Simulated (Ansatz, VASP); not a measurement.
LiHF2: VASP beside Ansatz

```xyz
4
Lattice="1.4428 0.8330 4.5461 -1.4428 0.8330 4.5461 0.0000 -1.6660 4.5461" Properties=species:S:1:pos:R:3 pbc="T T T"
Li    0.0000    0.0000    0.0000
H     0.0000    0.0000    6.8191
F     0.0000    0.0000    5.6260
F     0.0000    0.0000    8.0123
```

Change from the starting cell: strain +0.0500 x Voigt [0, 0, 1, 0, 0, 0], atoms carried along.

Alike in both runs: task single point; functional LDA; k mesh 9 × 9 × 9; occupations gaussian, width 0.05 eV; no spin polarisation.

```csv
,VASP,Ansatz
version,VASP 6.6.1,Ansatz 0.2.0
potentials or method,"VASP PAW LDA potentials, release 64 (Li_sv, H, F)","scalar-relativistic, plane waves, PAW"
plane-wave cutoff (eV),520,420
valence electrons in the cell,18,18
```

VASP gave:

```
gap on the k mesh at the Fermi level (eV) : 7.69
least direct gap on the mesh (eV)         : 7.86
rms of the force components (eV/Å)        : 0.379
```

Question: Estimate Ansatz's values.

Answer: gap on the k mesh at the Fermi level (eV): 7.73; least direct gap on the mesh (eV): 7.90; rms of the force components (eV/Å): 0.412.

Atom by atom the forces differ by 0.034 eV/Å (rms over components).

Caveats: an odd mesh through Γ misses points on the zone boundary, where band edges often lie.
